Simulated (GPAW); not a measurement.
Input of a GPAW 26.7.0 run:

Contents of run.py:

```python
from ase.filters import FrechetCellFilter
from ase.io import read, write
from ase.optimize import BFGS
from gpaw import GPAW, PW, setup_paths

setup_paths.insert(0, '.')

atoms = read('BaTiO3.cif')

calc = GPAW(mode=PW(800),
            xc='BLYP',
            kpts={'size': (4, 4, 4), 'gamma': True},
            occupations={'name': 'fermi-dirac', 'width': 0.05},
            nbands=36,
            convergence={'density': 1e-06, 'energy': 1e-06, 'eigenstates': 1e-10},
            eigensolver='davidson',
            maxiter=150,
            txt='gpaw.txt')
atoms.calc = calc
opt = BFGS(FrechetCellFilter(atoms), trajectory='relax.traj', logfile='-')
done = opt.run(fmax=0.02, steps=40)
calc.write('gs.gpw')
write('result.traj', atoms)
print('Converged:', done)
print('Cell:', atoms.cell.cellpar().round(4))
print('Volume:', round(atoms.get_volume(), 4))
print(atoms.get_scaled_positions().round(5))
```

File BaTiO3.cif:

```cif
data_BaTiO3
_cell_length_a 3.99980000
_cell_length_b 3.99980000
_cell_length_c 4.01800000
_cell_angle_alpha 90.00000000
_cell_angle_beta 90.00000000
_cell_angle_gamma 90.00000000
_space_group_name_H-M_alt 'P1'
_space_group_name_Hall 'P 1'
_space_group_IT_number 1
loop_
_space_group_symop_operation_xyz
'x,y,z'
loop_
_atom_site_label
_atom_site_type_symbol
_atom_site_symmetry_multiplicity
_atom_site_Wyckoff_symbol
_atom_site_fract_x
_atom_site_fract_y
_atom_site_fract_z
_atom_site_occupancy
Ba1 Ba 1 a 0.0000000000 0.0000000000 0.0000000000 1
Ti1 Ti 1 a 0.5000000000 0.5000000000 0.4900000000 1
O1 O 1 a 0.0000000000 0.5000000000 0.5170000000 1
O2 O 1 a 0.5000000000 0.0000000000 0.5170000000 1
O3 O 1 a 0.5000000000 0.5000000000 0.0190000000 1
```

Potentials or basis: PAW data sets generated in the run's folder for this functional, pw.

Run with:

```bash
$ gpaw-setup -f BLYP Ba O Ti
$ OMP_NUM_THREADS=1 python run.py
```

Problem. Estimate the band gap on the k mesh.

Solution. 1.81 eV, indirect (least direct gap 2.50 eV).

Problem. What does it give for the relaxed volume?

Solution. 14.34 Å³/atom.

Problem. Estimate the relaxed cell.

Solution. a = 3.990 Å, b = 3.990 Å, c = 4.505 Å, α = 90.00°, β = 90.00°, γ = 90.00°.

Forces in eV/Å, atoms in the order of the input:
```
Ba   0.000  0.000  0.003
Ti   0.000  0.000  0.000
O    0.000  0.000  0.002
O    0.000  0.000  0.002
O    0.000  0.000 -0.008
```

Caveat: the k mesh is coarse; later steps reuse the first step's grids; spin-orbit coupling is left out, which moves the levels of the heavy elements; the volume moved by +12 % from the deposited cell, more than functionals usually miss. A k mesh can miss the band edges.
